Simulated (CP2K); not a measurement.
## HfC in CP2K: the effect of dispersion

Crystal: HfC.

```
CELL_PARAMETERS angstrom
3.28805 0.00000 0.00000
1.64402 2.84753 0.00000
1.64402 0.94918 2.68468
ATOMIC_POSITIONS crystal
Hf 0.50000 0.50000 0.50000
C 0.00000 0.00000 0.00000
```

Alike in all runs:

| Property | Result |
| --- | --- |
| Program | CP2K 2026.2 |
| Task | single point |
| Functional | PBEsol |
| Potentials or basis | POTENTIAL_UZH Hf GTH-PBE-q12, C GTH-PBE-q4; TZVP-MOLOPT-PBE-GTH basis |
| Density cutoff | 6123 eV |
| k mesh | 10 × 10 × 10 |
| Occupations | fermi-dirac, width 0.05 eV |
| Spin | no spin polarisation |

```tsv
dispersion	pressure (GPa)
none	-6.5
D3	?
D3(BJ)	-11.2
D4	-8.4
rVV10	-6.9
D3(BJ)+ATM	-10.7
```

Task: What does the run with dispersion D3 give?

Result: Pressure -9.8 GPa.

Caveats: the potentials were made for another functional, which shifts forces and pressure; the basis of atomic orbitals isn't converged, which shifts pressures, moduli and gaps; pairwise dispersion overbinds metals, which lowers pressure and volume (some runs).
